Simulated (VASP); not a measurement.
## Sb: single point with PBE

Crystal: Sb.

```
CELL_PARAMETERS angstrom
2.15420 1.24373 3.75800
-2.15420 1.24373 3.75800
0.00000 -2.48746 3.75800
ATOMIC_POSITIONS crystal
Sb 0.76651 0.76651 0.76651
Sb 0.23349 0.23349 0.23349
```

* Program: VASP 6.6.1
* Task: single point
* Functional: PBE
* Potentials or basis: VASP PAW PBE potentials, release 64 (Sb_d_GW)
* Cutoff: 450 eV
* k mesh: 4 × 4 × 4
* Occupations: gaussian, width 0.02 eV
* Spin: no spin polarisation
* Further INCAR settings: ALGO = Normal; EDIFF = 1e-07; NBANDS = 22

```yaml
Pressure: 2.7 GPa
Largest_force: 0.044 eV/Å
Band_gap_on_the_k_mesh: 0.12 eV, direct
```

Forces on the atoms (eV/Å):
```
Sb   0.000  0.000  0.044
Sb   0.000  0.000 -0.044
```

Stress tensor (GPa, compression positive):
```
3.11 0.00 0.00
0.00 3.11 0.00
0.00 0.00 1.85
```

Levels at points of the mesh, in eV from the valence-band top:
```tsv
k point	band 13	band 14	band 15	band 16	band 17	band 18
(0.00, 0.00, 0.00)	-1.76	-1.49	-1.49	2.41	3.01	3.01
(0.50, 0.00, 0.00)	-1.62	-1.52	0.00	0.12	0.49	0.79
(0.50, 0.50, 0.00)	-5.14	-3.45	-3.35	1.85	5.24	5.82
(0.50, 0.50, 0.50)	-1.00	-1.00	-0.13	0.43	0.43	1.40
```

It took 20 s on 1 thread of Intel(R) Xeon(R) Platinum 8488C (Sapphire Rapids), on a shared host, peak memory 0.17 GiB.

Caveat: the k mesh is coarse (spacing up to 0.44 Å⁻¹), so the values aren't converged; spin-orbit coupling is left out, which moves the levels of the heavy elements. A k mesh can miss the band edges.
